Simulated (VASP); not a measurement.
# Fe (Im-3m) in VASP: notebook

Aim: see how the results for Fe move with the level of theory and the settings. Levels: RPBE, PBEsol. Tasks: relaxation of cell and atoms.

Program: VASP 6.6.1. These are calculated values, not measurements. Logs are shortened: lines on timing, memory, paths and dates and some standing lists are left out, and cuts for length are marked.

### 1 The crystal as given

It takes space group Im-3m (No. 229, cubic). Conventional cell: a = 2.859 Å, b = 2.859 Å, c = 2.859 Å, α = 90.00°, β = 90.00°, γ = 90.00°. Fe (site symmetry m-3m) has 8 Fe at 2.48 Å as nearest neighbours.

### 2 Relaxation of cell and atoms, RPBE, collinear spin, ferromagnetic start

INCAR

```
SYSTEM = Fe
ALGO     = Normal         ! electronic algorithm
EDIFF    = 1E-7           ! SCF threshold, eV
EDIFFG   = -0.005         ! ionic threshold
ENCUT    = 600            ! plane-wave cutoff, eV
GGA      = RP             ! functional
IBRION   = 2              ! ionic algorithm
ISIF     = 3              ! what is computed and relaxed
ISMEAR   = 0              ! smearing method
ISPIN    = 2              ! spin polarisation
LASPH    = .True.         ! aspherical terms in the spheres
LCHARG   = .False.        ! write CHGCAR
LMAXMIX  = 4              ! l up to which the mixer works
LORBIT   = 11             ! projections on sites
LREAL    = .False.        ! projectors in reciprocal space
LWAVE    = .False.        ! write WAVECAR
MAGMOM   = 3              ! initial moments
NELM     = 100            ! most SCF steps
NSW      = 90             ! ionic steps
PREC     = Accurate       ! precision mode
SIGMA    = 0.1            ! smearing width, eV
```

KPOINTS

```
k-points
0
Gamma
  20 20 20
  0 0 0
```

POSCAR

```
Fe
1.0
   -1.4295500000      1.4295500000      1.4295500000
    1.4295500000     -1.4295500000      1.4295500000
    1.4295500000      1.4295500000     -1.4295500000
Fe
1
Direct
    0.0000000000      0.0000000000      0.0000000000
```

Potentials or basis: VASP PAW PBE potentials, release 64 (Fe).

The run is started by

```console
> cat potpaw_PBE.64/Fe/POTCAR > POTCAR
> mpirun -np 1 vasp_std > vasp.out
```

OUTCAR:

```text
SYSTEM = Fe
   EDIFF = 1E-7
   EDIFFG = -0.005
   ENCUT = 600
   GGA = RP
   IBRION = 2
   ISIF = 3
   ISMEAR = 0
   ISPIN = 2
   LASPH = .True.
   LORBIT = 11
   LREAL = .False.
   NELM = 100
   NSW = 90
   PREC = Accurate

 ion  position               nearest neighbor table
   1  0.000  0.000  0.000-

  LATTYP: Found a body centered cubic cell.
 ALAT       =     2.8591000000

  Lattice vectors:

 A1 = (  -1.4295500000,   1.4295500000,   1.4295500000)
 A2 = (   1.4295500000,  -1.4295500000,   1.4295500000)
 A3 = (   1.4295500000,   1.4295500000,  -1.4295500000)

Analysis of symmetry for initial positions (statically):
=====================================================================
 Subroutine PRICEL returns:
 Original cell was already a primitive cell.

 Routine SETGRP: Setting up the symmetry group for a
 body centered cubic supercell.

 Subroutine GETGRP returns: Found 48 space group operations
 (whereof 48 operations were pure point group operations)
 out of a pool of 48 trial point group operations.

The static configuration has the point symmetry O_h .

Analysis of symmetry for dynamics (positions and initial velocities):
=====================================================================
 Subroutine PRICEL returns:
 Original cell was already a primitive cell.

 Routine SETGRP: Setting up the symmetry group for a
 body centered cubic supercell.

 Subroutine GETGRP returns: Found 48 space group operations
 (whereof 48 operations were pure point group operations)
 out of a pool of 48 trial point group operations.

The dynamic configuration has the point symmetry O_h .

Analysis of structural, dynamic, and magnetic symmetry:
=====================================================================
 Subroutine PRICEL returns:
 Original cell was already a primitive cell.

 Routine SETGRP: Setting up the symmetry group for a
 body centered cubic supercell.

 Subroutine GETGRP returns: Found 48 space group operations
 (whereof 48 operations were pure point group operations)
 out of a pool of 48 trial point group operations.

The overall configuration has the point symmetry O_h .

 Subroutine INISYM returns: Found 48 space group operations
 (whereof 48 operations are pure point group operations),
 and found     1 'primitive' translations

----------------------------------------------------------------------------------------

                                     Primitive cell

  volume of cell :      11.6858

  direct lattice vectors                    reciprocal lattice vectors
    -1.429550000  1.429550000  1.429550000     0.000000000  0.349760414  0.349760414
     1.429550000 -1.429550000  1.429550000     0.349760414  0.000000000  0.349760414
     1.429550000  1.429550000 -1.429550000     0.349760414  0.349760414  0.000000000

  length of vectors
     2.476053232  2.476053232  2.476053232     0.494635921  0.494635921  0.494635921

  position of ions in fractional coordinates (direct lattice)
     0.000000000  0.000000000  0.000000000

  ion indices of the primitive-cell ions
   primitive index   ion index
                 1           1

----------------------------------------------------------------------------------------

 KPOINTS: k-points

Automatic generation of k-mesh.
 Grid dimensions read from file:
 generate k-points for:   20   20   20

 Generating k-lattice:

  Cartesian coordinates                     Fractional coordinates (reciprocal lattice)
     0.000000000  0.017488021  0.017488021     0.050000000  0.000000000  0.000000000
     0.017488021  0.000000000  0.017488021     0.000000000  0.050000000  0.000000000
     0.017488021  0.017488021  0.000000000     0.000000000  0.000000000  0.050000000

  Length of vectors
     0.024731796  0.024731796  0.024731796

  Shift w.r.t. Gamma in fractional coordinates (k-lattice)
     0.000000000  0.000000000  0.000000000

 Subroutine IBZKPT returns following result:
 ===========================================

 Found    256 irreducible k-points:

 Following reciprocal coordinates:
            Coordinates               Weight
  0.000000  0.000000  0.000000      1.000000
  0.050000  0.000000  0.000000     12.000000
  0.100000  0.000000  0.000000     12.000000
  0.150000  0.000000  0.000000     12.000000
  0.200000  0.000000  0.000000     12.000000
  0.250000  0.000000  0.000000     12.000000
[... 16 lines left out ...]
  0.200000  0.100000 -0.000000     48.000000
  0.250000  0.100000  0.000000     48.000000
 [... further k-points ...]
   k-points           NKPTS =    256   k-points in BZ     NKDIM =    256   number of bands    NBANDS=     10
   number of dos      NEDOS =    301   number of ions     NIONS =      1
   total plane-waves  NPLWV =   8000
   dimension x,y,z NGX =    20 NGY =   20 NGZ =   20
   dimension x,y,z NGXF=    40 NGYF=   40 NGZF=   40
   ions per type =               1
   NGX,Y,Z   is equivalent  to a cutoff of  13.43, 13.43, 13.43 a.u.
   NGXF,Y,Z  is equivalent  to a cutoff of  26.86, 26.86, 26.86 a.u.
 SYSTEM =  Fe
   PREC   = accura    normal or accurate (medium, high low for compatibility)
   ISTART =      0    job   : 0-new  1-cont  2-samecut
   ICHARG =      2    charge: 1-file 2-atom 10-const
   ISPIN  =      2    spin polarized calculation?
   LNONCOLLINEAR =      F non collinear calculations
   LSORBIT =      F    spin-orbit coupling
   LASPH  =      T    aspherical Exc in radial PAW
   ENCUT  =  600.0 eV  44.10 Ry    6.64 a.u.   4.95  4.95  4.95*2*pi/ulx,y,z
   NELM   =    100;   NELMIN=  2; NELMDL= -5     # of ELM steps
   EDIFF  = 0.1E-06   stopping-criterion for ELM
   LREAL  =      F    real-space projection
   EDIFFG = -.5E-02   stopping-criterion for IOM
   NSW    =     90    number of steps for IOM
   IBRION =      2    ionic relax: 0-MD 1-quasi-New 2-CG
   NFREE  =      1    steps in history (QN), initial steepest desc. (CG)
   ISIF   =      3    stress and relaxation
   ISYM   =      2    0-nonsym 1-usesym 2-fastsym
   POTIM  = 0.5000    time-step for ionic-motion
   TEBEG  =    0.0;   TEEND  =   0.0 temperature during run
   PSTRESS=    0.0 pullay stress
   NELECT =       8.0000    total number of electrons
   NUPDOWN=      -1.0000    fix difference up-down
   EMIN   =  10.00;   EMAX   =-10.00  energy-range for DOS
   EFERMI =   0.00;   METHOD = LEGACY
   ISMEAR =     0;   SIGMA  =   0.10  broadening in eV -4-tet -1-fermi 0-gaus
   EFERMI_NEDOS =   21; number of points for ismear=-14 and -15
   IALGO  =     38    algorithm
   IMIX   =      4    mixing-type and parameters
     AMIX     =   0.40;   BMIX     =  1.00
     AMIX_MAG =   1.60;   BMIX_MAG =  1.00
  volume/ion in A,a.u.               =      11.69        78.86
  Fermi-wavevector in a.u.,A,eV,Ry     =   1.442842  2.726576 28.324519  2.081793
  Thomas-Fermi vector in A             =   2.561317
   LORBIT       =     11    0 simple, 1 ext, 2 COOP (PROOUT), +10 PAW based schemes
   GGA     = RP    functional components
   LHFCALC =     F    Hartree Fock is set to
   AEXX    =    0.0000 exact exchange contribution
   IVDW    =     0    specifies the selected vdW correction
   LEPSILON=     F    determine dielectric tensor
   LRPA    =     F    only Hartree local field effects (RPA)
 conjugate gradient relaxation of ions
 spin polarized calculation
 Gauss-broadening in eV      SIGMA  =   0.10
  energy-cutoff  :      600.00
  volume of cell :       11.69
 maximum number of plane-waves:       403
   NGX =  9   NGY =  9   NGZ =  9

--------------------------------------- Ionic step        1  -------------------------------------------

 number of electron       7.9999999 magnetization       2.2609583

 Free energy of the ion-electron system (eV)
  ---------------------------------------------------
  ext. energy  EPLUGINS =         0.00000000
  ---------------------------------------------------
  free energy    TOTEN  =        -7.76118948 eV

  energy without entropy =       -7.75628730  energy(sigma->0) =       -7.75873839

------------------------ aborting loop because EDIFF is reached ----------------------------------------

  FORCE on cell =-STRESS in cart. coord.  units (eV):
  Direction    XX          YY          ZZ          XY          YZ          ZX
  --------------------------------------------------------------------------------------
  -------------------------------------------------------------------------------------
  Total        0.0449008      0.0449008      0.0449008      0.0000000     -0.0000000     -0.0000000
  in kB        6.1561178      6.1561178      6.1561178      0.0000000     -0.0000000     -0.0000000
  external PRESSURE =       6.1561178 kB  Pullay stress =       0.0000000 kB
[... 55 lines left out ...]
  energy  without entropy=       -7.7562375421  energy(sigma->0) =       -7.75872291

--------------------------------------- Ionic step        3  -------------------------------------------

 number of electron       7.9999999 magnetization       2.2658415

 Free energy of the ion-electron system (eV)
  ---------------------------------------------------
  ext. energy  EPLUGINS =         0.00000000
  ---------------------------------------------------
  free energy    TOTEN  =        -7.76126496 eV

  energy without entropy =       -7.75632626  energy(sigma->0) =       -7.75879561

 E-fermi :   5.5893     XC(G=0): -12.8448

 val. band max:        5.5889829044   @ k =  -0.4500   0.4500   0.4500
 cond. band min:       5.5896921864   @ k =  -0.4500  -0.4500   0.1000
 fundamental gap:      0.0007092820
 Fermi energy:         5.5892860901

 spin component 1

 k-point     1 :       0.0000    0.0000    0.0000
  band No.  band energies     occupation
      1      -2.5828      1.00000
      2       3.3557      1.00000
      3       3.3557      1.00000
      4       3.3557      1.00000
      5       4.4987      1.00000
      6       4.4987      1.00000
      7      30.3417      0.00000
      8      30.3417      0.00000
      9      30.3417      0.00000
     10      35.2319      0.00000
[... 287 lines left out ...]
 k-point    24 :       0.2500    0.1000    0.0000
  band No.  band energies     occupation
      1       0.5090      1.00000
      2       2.6801      1.00000
      3       3.1219      1.00000
      4       4.3418      1.00000
      5       4.6859      1.00000
      6       5.2755      1.00000
      7      19.0063      0.00000
      8      23.4655      0.00000
      9      26.8346      0.00000
     10      30.3084      0.00000

 [... further k-points ...]

 spin component 2

 k-point     1 :       0.0000    0.0000    0.0000
  band No.  band energies     occupation
      1      -2.4758      1.00000
      2       5.3963      0.99683
      3       5.3964      0.99681
      4       5.3964      0.99681
      5       7.3967      0.00000
      6       7.3969      0.00000
      7      29.9792      0.00000
      8      29.9792      0.00000
      9      29.9792      0.00000
     10      35.3283      0.00000
[... 327 lines left out ...]
  FREE ENERGIE OF THE ION-ELECTRON SYSTEM (eV)
  ---------------------------------------------------
  free  energy   TOTEN  =        -7.7612649599 eV

  energy  without entropy=       -7.7563262574  energy(sigma->0) =       -7.75879561

 reached required accuracy - stopping structural energy minimisation

 total charge

# of ion       s       p       d       tot
------------------------------------------
    1        0.473   0.513   6.213   7.199

 magnetization (x)

# of ion       s       p       d       tot
------------------------------------------
    1       -0.016  -0.061   2.350   2.273
```

Run time: 89 s. Hardware: 1 thread of Intel Xeon Platinum 8488C (Sapphire Rapids), shared host; peak memory 0.18 GiB.

What came out:

```yaml
Free_energy: -7.7613 eV
Relaxed_volume: 11.73 Å³/atom
Relaxed_cell: a = 2.479 Å, b = 2.479 Å, c = 2.479 Å, α = 109.47°, β = 109.47°, γ = 109.47°
Space_group_after_relaxing_to_0.05_Å: Im-3m (No. 229)
Energy_gained_by_relaxing: 0.1 meV/atom
Ionic_steps: 3
Pressure_after_relaxing: 0.0 GPa
Band_gap_on_the_k_mesh: none (metal or under the smearing width)
Net_moment: 2.27 μB per cell
Site_moments: Fe +2.27 μB
Valence_electrons_inside_the_program's_atomic_spheres: Fe 7.20
```

Final structure:
```
CELL_PARAMETERS angstrom
-1.43118 1.43118 1.43118
1.43118 -1.43118 1.43118
1.43118 1.43118 -1.43118
ATOMIC_POSITIONS crystal
Fe 0.00000 0.00000 0.00000
```

Levels at points of the mesh, in eV from the Fermi level:
Spin up:
```
           k point  band 3  band 4  band 5  band 6  band 7  band 8
(0.00, 0.00, 0.00)   -2.23   -2.23   -1.09   -1.09   24.75   24.75
(0.50, 0.00, 0.00)   -1.03   -0.92    0.31    0.60    7.12   18.16
(0.50, 0.50, 0.50)    0.06    0.06    0.06    9.80    9.80    9.80
```
Spin down:
```
           k point  band 1  band 2  band 3  band 4  band 5  band 6
(0.00, 0.00, 0.00)   -8.07   -0.19   -0.19   -0.19    1.81    1.81
(0.50, 0.00, 0.00)   -3.39   -1.43    0.63    1.66    2.05    2.68
(0.50, 0.50, 0.50)   -2.73   -2.73    2.39    2.39    2.39   10.02
```

Caveat: the PAW data sets were made with another functional, which shifts forces and pressure a little.

### 3 Relaxation of cell and atoms, PBEsol

INCAR

```
SYSTEM = Fe
ALGO     = Normal         ! electronic algorithm
EDIFF    = 1E-7           ! SCF threshold, eV
EDIFFG   = -0.005         ! ionic threshold
ENCUT    = 600            ! plane-wave cutoff, eV
GGA      = PS             ! functional
IBRION   = 2              ! ionic algorithm
ISIF     = 3              ! what is computed and relaxed
ISMEAR   = 0              ! smearing method
LASPH    = .True.         ! aspherical terms in the spheres
LCHARG   = .False.        ! write CHGCAR
LREAL    = .False.        ! projectors in reciprocal space
LWAVE    = .False.        ! write WAVECAR
NELM     = 100            ! most SCF steps
NSW      = 90             ! ionic steps
PREC     = Accurate       ! precision mode
SIGMA    = 0.1            ! smearing width, eV
```

KPOINTS is that of step 2.

POSCAR is that of step 2.

Potentials or basis: VASP PAW PBE potentials, release 64 (Fe).

The run is started by

```console
> cat potpaw_PBE.64/Fe/POTCAR > POTCAR
> mpirun -np 1 vasp_std > vasp.out
```

Wall time 65 s (1 thread of Intel Xeon Platinum 8488C (Sapphire Rapids), shared host); peak memory 0.15 GiB.

Results (log left out):

| Quantity | Value |
| --- | --- |
| Free energy | -8.5266 eV |
| Relaxed volume | 10.08 Å³/atom |
| Relaxed cell | a = 2.357 Å, b = 2.357 Å, c = 2.357 Å, α = 109.47°, β = 109.47°, γ = 109.47° |
| Space group after relaxing (to 0.05 Å) | Im-3m (No. 229) |
| Energy gained by relaxing | 182.1 meV/atom |
| Ionic steps | 7 |
| Pressure after relaxing | 0.0 GPa |
| Band gap on the k mesh | none (metal or under the smearing width) |

Step by step:
| step | energy change (eV) | largest force (eV/Å) | pressure (GPa) | volume (Å³) |
| --- | --- | --- | --- | --- |
| 1 | 0.0000 | 0.0000 | -31.47 | 11.69 |
| 2 | 0.2885 | 0.0000 | 98.02 | 8.22 |
| 3 | -0.1815 | 0.0000 | -2.35 | 10.16 |
| 4 | -0.1820 | 0.0000 | -0.69 | 10.10 |
| 5 | -0.1821 | 0.0000 | 0.28 | 10.07 |
| 6 | -0.1821 | 0.0000 | -0.40 | 10.09 |
| 7 | -0.1821 | 0.0000 | 0.00 | 10.08 |

Final structure:
```
Fe
1.0
    -1.36064    1.36064    1.36064
     1.36064   -1.36064    1.36064
     1.36064    1.36064   -1.36064
Fe
1
Direct
  0.00000 0.00000 0.00000
```

Levels at points of the mesh, in eV from the Fermi level:
```csv
k point,band 1,band 2,band 3,band 4,band 5,band 6,band 7,band 8
"(0.00, 0.00, 0.00)",-9.17,-1.89,-1.89,-1.89,-0.06,-0.06,26.05,26.05
"(0.50, 0.00, 0.00)",-5.18,-3.28,-0.07,0.21,0.47,1.46,8.96,19.34
"(0.50, 0.50, 0.50)",-4.97,-4.97,1.12,1.12,1.12,10.86,10.86,10.86
```

Caveat: the PAW data sets were made with another functional, which shifts forces and pressure a little; the volume moved by -14 % from the deposited cell, more than functionals usually miss; the run has no spin polarisation, though such a crystal can be magnetic.
